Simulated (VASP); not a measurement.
# PbSe (Clausthalite) (Fm-3m) in VASP: a series of runs, part 2 of 2

VASP 6.6.1. The steps go on from the part before.

### Step 4. Single point, revPBE+D3(BJ)

Contents of INCAR:

```
SYSTEM = PbSe
ALGO     = Normal         ! electronic algorithm
EDIFF    = 1E-7           ! SCF threshold, eV
ENCUT    = 520            ! plane-wave cutoff, eV
GGA      = RE             ! functional
ISIF     = 2              ! what is computed and relaxed
ISMEAR   = -1             ! smearing method
IVDW     = 12             ! dispersion correction
LASPH    = .True.         ! aspherical terms in the spheres
LCHARG   = .False.        ! write CHGCAR
LREAL    = .False.        ! projectors in reciprocal space
LWAVE    = .False.        ! write WAVECAR
NBANDS   = 17             ! bands
NELM     = 100            ! most SCF steps
PREC     = Accurate       ! precision mode
SIGMA    = 0.05           ! smearing width, eV
```

Contents of KPOINTS:

```
k-points
0
Gamma
  8 8 8
  0 0 0
```

Contents of POSCAR:

```
PbSe
1.0
    0.0000000000      3.1206779849      3.1206779849
    3.1206779849      0.0000000000      3.1206779849
    3.1206779849      3.1206779849      0.0000000000
Pb Se
1 1
Direct
    0.0000000000      0.0000000000      0.0000000000
    0.5000000000      0.5000000000      0.5000000000
```

Potentials or basis: VASP PAW PBE potentials, release 64 (Pb_d, Se).

Run with:

```bash
$ cat potpaw_PBE.64/Pb_d/POTCAR potpaw_PBE.64/Se/POTCAR > POTCAR
$ mpirun -np 1 vasp_std > vasp.out
```

OUTCAR:

```text
SYSTEM = PbSe
   EDIFF = 1E-7
   ENCUT = 520
   GGA = RE
   ISIF = 2
   ISMEAR = -1
   IVDW = 12
   LASPH = .True.
   LREAL = .False.
   NELM = 100
   PREC = Accurate
 IVDW          = 12

 ion  position               nearest neighbor table
   1  0.000  0.000  0.000-   2 3.12   2 3.12   2 3.12   2 3.12   2 3.12   2 3.12
   2  0.500  0.500  0.500-   1 3.12   1 3.12   1 3.12   1 3.12   1 3.12   1 3.12

  LATTYP: Found a face centered cubic cell.
 ALAT       =     6.2413559698

  Lattice vectors:

 A1 = (   0.0000000000,   3.1206779849,   3.1206779849)
 A2 = (   3.1206779849,   0.0000000000,   3.1206779849)
 A3 = (   3.1206779849,   3.1206779849,   0.0000000000)

Analysis of symmetry for initial positions (statically):
=====================================================================
 Subroutine PRICEL returns:
 Original cell was already a primitive cell.

 Routine SETGRP: Setting up the symmetry group for a
 face centered cubic supercell.

 Subroutine GETGRP returns: Found 48 space group operations
 (whereof 48 operations were pure point group operations)
 out of a pool of 48 trial point group operations.

The static configuration has the point symmetry O_h .

Analysis of symmetry for dynamics (positions and initial velocities):
=====================================================================
 Subroutine PRICEL returns:
 Original cell was already a primitive cell.

 Routine SETGRP: Setting up the symmetry group for a
 face centered cubic supercell.

 Subroutine GETGRP returns: Found 48 space group operations
 (whereof 48 operations were pure point group operations)
 out of a pool of 48 trial point group operations.

The dynamic configuration has the point symmetry O_h .

 Subroutine INISYM returns: Found 48 space group operations
 (whereof 48 operations are pure point group operations),
 and found     1 'primitive' translations

----------------------------------------------------------------------------------------

[... 111 lines left out ...]
     AMIX     =   0.40;   BMIX     =  1.00
     AMIX_MAG =   1.60;   BMIX_MAG =  1.00
  volume/ion in A,a.u.               =      30.39       205.09
  Fermi-wavevector in a.u.,A,eV,Ry     =   1.130210  2.135788 17.379742  1.277375
  Thomas-Fermi vector in A             =   2.266906
   LORBIT       =      0    0 simple, 1 ext, 2 COOP (PROOUT), +10 PAW based schemes
   GGA     = RE    functional components
   LHFCALC =     F    Hartree Fock is set to
   AEXX    =    0.0000 exact exchange contribution
   IVDW    =    12    specifies the selected vdW correction
   LEPSILON=     F    determine dielectric tensor
   LRPA    =     F    only Hartree local field effects (RPA)
 non-spin polarized calculation
  energy-cutoff  :      520.00
  volume of cell :       60.78
 maximum number of plane-waves:      1660
 NGX is ok and might be reduce to    36
   NGX = 17   NGY = 17   NGZ = 17

 number of electron      20.0000001 magnetization

 Free energy of the ion-electron system (eV)
  ---------------------------------------------------
  ext. energy  EPLUGINS =         0.00000000
  ---------------------------------------------------
  free energy    TOTEN  =        -7.60561565 eV

  energy without entropy =       -7.60556857  energy(sigma->0) =       -7.60559211

 E-fermi :   4.6888     XC(G=0):  -9.1486

 val. band max:        4.4210825324   @ k =   0.5000   0.0000   0.0000
 cond. band min:       4.9562635938   @ k =   0.5000   0.0000   0.0000
 fundamental gap:      0.5351810614
 Fermi energy:         4.6887897462

 k-point     1 :       0.0000    0.0000    0.0000
  band No.  band energies     occupation
      1     -12.3499      2.00000
      2     -12.3499      2.00000
      3     -12.3499      2.00000
      4     -12.3403      2.00000
      5     -12.3403      2.00000
      6      -8.6392      2.00000
[... 457 lines left out ...]
      4     -12.3331      2.00000
      5     -12.3215      2.00000
      6      -7.5517      2.00000
[... 9 lines left out ...]
     16      15.2900      0.00000
     17      15.3479      0.00000

 [... further k-points ...]

------------------------ aborting loop because EDIFF is reached ----------------------------------------

 Edisp (eV)   -1.28973

 E8    (eV) :    -0.9268

  FORCE on cell =-STRESS in cart. coord.  units (eV):
  Direction    XX          YY          ZZ          XY          YZ          ZX
  --------------------------------------------------------------------------------------
  -------------------------------------------------------------------------------------
  Total      -1.02026    -1.02026    -1.02026    -0.00000     0.00000     0.00000
  in kB     -26.89338   -26.89338   -26.89338    -0.00000     0.00000     0.00000
  external pressure =      -26.89 kB  Pullay stress =        0.00 kB

 VOLUME and BASIS-vectors are now :
 -----------------------------------------------------------------------------
  energy-cutoff  :      520.00
  volume of cell :       60.78
      direct lattice vectors                 reciprocal lattice vectors
     0.000000000  3.120677985  3.120677985    -0.160221594  0.160221594  0.160221594
     3.120677985  0.000000000  3.120677985     0.160221594 -0.160221594  0.160221594
     3.120677985  3.120677985  0.000000000     0.160221594  0.160221594 -0.160221594

 POSITION                                       TOTAL-FORCE (eV/Angst)
 -----------------------------------------------------------------------------------
      0.00000      0.00000      0.00000        -0.000000      0.000000     -0.000000
      3.12068      3.12068      3.12068         0.000000      0.000000      0.000000
 -----------------------------------------------------------------------------------
    total drift:                                0.000000      0.000000      0.000000

  FREE ENERGIE OF THE ION-ELECTRON SYSTEM (eV)
  ---------------------------------------------------
  free  energy   TOTEN  =        -8.8953496007 eV

  energy  without entropy=       -8.8953025158  energy(sigma->0) =       -8.89532606
```

OSZICAR:

```text
N       E                     dE             d eps       ncg     rms          rms(c)
DAV:   1     0.161562845399E+03    0.16156E+03   -0.93601E+03   986   0.118E+03
DAV:   2     0.411059204731E+01   -0.15745E+03   -0.15217E+03  1061   0.309E+02
DAV:   3    -0.764127700175E+01   -0.11752E+02   -0.11658E+02  1290   0.901E+01
DAV:   4    -0.791830318105E+01   -0.27703E+00   -0.27674E+00  1230   0.157E+01
DAV:   5    -0.792802311314E+01   -0.97199E-02   -0.97192E-02  1403   0.286E+00    0.281E+00
DAV:   6    -0.760094433064E+01    0.32708E+00   -0.82765E-01  1454   0.572E+00    0.156E+00
DAV:   7    -0.759936058411E+01    0.15837E-02   -0.14027E-01  1167   0.175E+00    0.886E-01
DAV:   8    -0.760602307368E+01   -0.66625E-02   -0.18620E-02  1144   0.141E+00    0.207E-01
DAV:   9    -0.760541026681E+01    0.61281E-03   -0.36812E-03  1477   0.562E-01    0.656E-02
DAV:  10    -0.760558872348E+01   -0.17846E-03   -0.39709E-04  1085   0.108E-01    0.252E-02
DAV:  11    -0.760561452984E+01   -0.25806E-04   -0.12154E-04  1254   0.104E-01    0.118E-02
DAV:  12    -0.760561511172E+01   -0.58188E-06   -0.66325E-06  1229   0.150E-02    0.334E-03
DAV:  13    -0.760561548489E+01   -0.37317E-06   -0.72110E-07  1187   0.609E-03    0.691E-04
DAV:  14    -0.760561562981E+01   -0.14492E-06   -0.40760E-07  1085   0.333E-03    0.634E-04
DAV:  15    -0.760561565289E+01   -0.23075E-07   -0.79806E-09   933   0.656E-04
   1 F= -.88953496E+01 E0= -.88953261E+01  d E =-.470849E-04
```

It took 29 s on 1 thread of Intel Xeon Platinum 8259CL at 2.50GHz (Skylake/Cascade Lake), shared host; peak memory 0.22 GiB.

Results:

| Property | Result |
| --- | --- |
| Free energy | -8.8953 eV |
| Pressure | -2.7 GPa |
| Band gap on the k mesh | 0.54 eV, direct |
| Dispersion energy per atom | -0.645 eV |

Caveat: the PAW data sets were made with another functional, which shifts forces and pressure a little; spin-orbit coupling is left out, which moves the levels of the heavy elements.

### Step 5. Single point, BLYP+D4

Contents of INCAR:

```
AGGAC = 1.0
AGGAX = 1.0
ALDAC = 0.0
ALDAX = 1.0
ALGO = Normal
EDIFF = 1E-6
ENCUT = 520
GGA = B5
ISIF = 2
ISMEAR = -1
IVDW = 13
LASPH = T
LCHARG = F
LREAL = F
LWAVE = F
NBANDS = 17
NELM = 100
PREC = Accurate
SIGMA = 0.05
VDW_A1 = 0.44488865
VDW_A2 = 4.0933009
VDW_S6 = 1.0
VDW_S8 = 2.34076671
```

Contents of KPOINTS:

```
k-points
0
Gamma
  8 8 8
```

POSCAR is that of step 4.

Potentials or basis: VASP PAW PBE potentials, release 64 (Pb_d, Se).

Run with:

```bash
$ cat potpaw_PBE.64/Pb_d/POTCAR potpaw_PBE.64/Se/POTCAR > POTCAR
$ mpirun -np 1 vasp_std > vasp.out
```

OUTCAR:

```text
EDIFF = 1E-6
   ENCUT = 520
   GGA = B5
   ISIF = 2
   ISMEAR = -1
   IVDW = 13
   LASPH = T
   LREAL = F
   NELM = 100
   PREC = Accurate

 ion  position               nearest neighbor table
   1  0.000  0.000  0.000-   2 3.12   2 3.12   2 3.12   2 3.12   2 3.12   2 3.12
   2  0.500  0.500  0.500-   1 3.12   1 3.12   1 3.12   1 3.12   1 3.12   1 3.12

  LATTYP: Found a face centered cubic cell.
 ALAT       =     6.2413559698

  Lattice vectors:

 A1 = (   0.0000000000,   3.1206779849,   3.1206779849)
 A2 = (   3.1206779849,   0.0000000000,   3.1206779849)
 A3 = (   3.1206779849,   3.1206779849,   0.0000000000)

Analysis of symmetry for initial positions (statically):
=====================================================================
 Subroutine PRICEL returns:
 Original cell was already a primitive cell.

 Routine SETGRP: Setting up the symmetry group for a
 face centered cubic supercell.

 Subroutine GETGRP returns: Found 48 space group operations
 (whereof 48 operations were pure point group operations)
 out of a pool of 48 trial point group operations.
[... 159 lines left out ...]
  free energy    TOTEN  =        -7.12121105 eV

  energy without entropy =       -7.12117146  energy(sigma->0) =       -7.12119126

 E-fermi :   5.0316     XC(G=0):  -8.6949

 val. band max:        4.7536076617   @ k =   0.5000   0.0000   0.0000
 cond. band min:       5.3094150003   @ k =   0.5000   0.0000   0.0000
 fundamental gap:      0.5558073385
 Fermi energy:         5.0316314754

 k-point     1 :       0.0000    0.0000    0.0000
  band No.  band energies     occupation
      1     -11.9615      2.00000
      2     -11.9615      2.00000
      3     -11.9615      2.00000
      4     -11.9588      2.00000
      5     -11.9588      2.00000
      6      -8.3281      2.00000
[... 457 lines left out ...]
      4     -11.9449      2.00000
      5     -11.9334      2.00000
      6      -7.2490      2.00000
[... 9 lines left out ...]
     16      15.7472      0.00000
     17      15.8537      0.00000

 [... further k-points ...]

------------------------ aborting loop because EDIFF is reached ----------------------------------------

  DFT-D4 for vdW energy calculation

  Edisp (eV):   -1.42126

  FORCE on cell =-STRESS in cart. coord.  units (eV):
  Direction    XX          YY          ZZ          XY          YZ          ZX
  --------------------------------------------------------------------------------------
  -------------------------------------------------------------------------------------
  Total       0.62501     0.62501     0.62501    -0.00000     0.00000    -0.00000
  in kB      16.47483    16.47483    16.47483    -0.00000     0.00000    -0.00000
  external pressure =       16.47 kB  Pullay stress =        0.00 kB

 VOLUME and BASIS-vectors are now :
 -----------------------------------------------------------------------------
  energy-cutoff  :      520.00
  volume of cell :       60.78
      direct lattice vectors                 reciprocal lattice vectors
     0.000000000  3.120677985  3.120677985    -0.160221594  0.160221594  0.160221594
     3.120677985  0.000000000  3.120677985     0.160221594 -0.160221594  0.160221594
     3.120677985  3.120677985  0.000000000     0.160221594  0.160221594 -0.160221594

 POSITION                                       TOTAL-FORCE (eV/Angst)
 -----------------------------------------------------------------------------------
      0.00000      0.00000      0.00000         0.000000      0.000000      0.000000
      3.12068      3.12068      3.12068        -0.000000      0.000000     -0.000000
 -----------------------------------------------------------------------------------
    total drift:                                0.000000      0.000000      0.000000

  FREE ENERGIE OF THE ION-ELECTRON SYSTEM (eV)
  ---------------------------------------------------
  free  energy   TOTEN  =        -8.5424702460 eV

  energy  without entropy=       -8.5424306560  energy(sigma->0) =       -8.54245045
```

stdout:

```text
POSCAR found type information on POSCAR PbSe
 POSCAR found :  2 types and       2 ions
 scaLAPACK will be used
 -----------------------------------------------------------------------------
|                                                                             |
|                                                                             |
|     You enforced a specific xc type in the INCAR file but a different       |
|     I HOPE YOU KNOW WHAT YOU ARE DOING!                                     |
|                                                                             |
 -----------------------------------------------------------------------------

 LDA part: xc-table for (Slater(with rela. corr.)+VWN5), standard interpolation
 POSCAR, INCAR and KPOINTS ok, starting setup
 FFT: planning ... GRIDC
 FFT: planning ... GRID_SOFT
 FFT: planning ... GRID
 WAVECAR not read
 entering main loop
```

It took 35 s on 1 thread of Intel Xeon Platinum 8259CL at 2.50GHz (Skylake/Cascade Lake), shared host; peak memory 0.21 GiB.

What came out:

| Quantity | Value |
| --- | --- |
| Free energy | -8.5425 eV |
| Pressure | 1.6 GPa |
| Band gap on the k mesh | 0.56 eV, direct |
| Dispersion energy per atom | -0.711 eV |

Caveat: the PAW data sets were made with another functional, which shifts forces and pressure a little; spin-orbit coupling is left out, which moves the levels of the heavy elements.

### Step 6. Overview

```tsv
level	potentials or basis	gap on the mesh (eV)	pressure (GPa)
LDA	VASP PAW LDA potentials, release 64 (Pb_d, Se)	0.34	-4.5
RPBE	VASP PAW PBE potentials, release 64 (Pb_d, Se)	0.56	1.1
revPBE+D3(BJ)	VASP PAW PBE potentials, release 64 (Pb_d, Se)	0.54	-2.7
BLYP+D4	VASP PAW PBE potentials, release 64 (Pb_d, Se)	0.56	1.6
```

Alike in all rows: task single point; no spin polarisation; cell as given; k mesh 8 × 8 × 8; cutoff (eV) 520; smearing fermi-dirac 0.05 eV.

Caveats: spin-orbit coupling is left out, which moves the levels of the heavy elements; the PAW data sets were made with another functional, which shifts forces and pressure a little (some runs).

Total energies depend on the potentials used, so only differences within one code and one set of settings carry meaning.

### Step 7. Against experiment

Step 3. A measured gap of PbSe is 0.15 eV (direct; 4.2 K; a printed reference work, monograph); the calculated 0.56 eV misses it by +0.41 eV. 2 values of this kind are on record (0.15 to 0.28 eV); this one was drawn at random. Spin-orbit coupling on Pb, Se is left out. The value is that of RPBE on a finite k mesh, which can miss the band edges, without temperature or zero-point motion.

Step 4. Against the measured gap of PbSe, 0.15 eV (direct; 4.2 K; a printed reference work, monograph), the calculated 0.54 eV is off by +0.39 eV. 2 values of this kind are on record (0.15 to 0.28 eV); this one was drawn at random. Spin-orbit coupling on Pb, Se is left out. The value is that of revPBE+D3(BJ) on a finite k mesh, which can miss the band edges, without temperature or zero-point motion.

Step 5. A measured gap of PbSe is 0.15 eV (direct; 4.2 K; a printed reference work, monograph); the calculated 0.56 eV misses it by +0.41 eV. 2 values of this kind are on record (0.15 to 0.28 eV); this one was drawn at random. Spin-orbit coupling on Pb, Se is left out. The value is that of BLYP+D4 on a finite k mesh, which can miss the band edges, without temperature or zero-point motion.
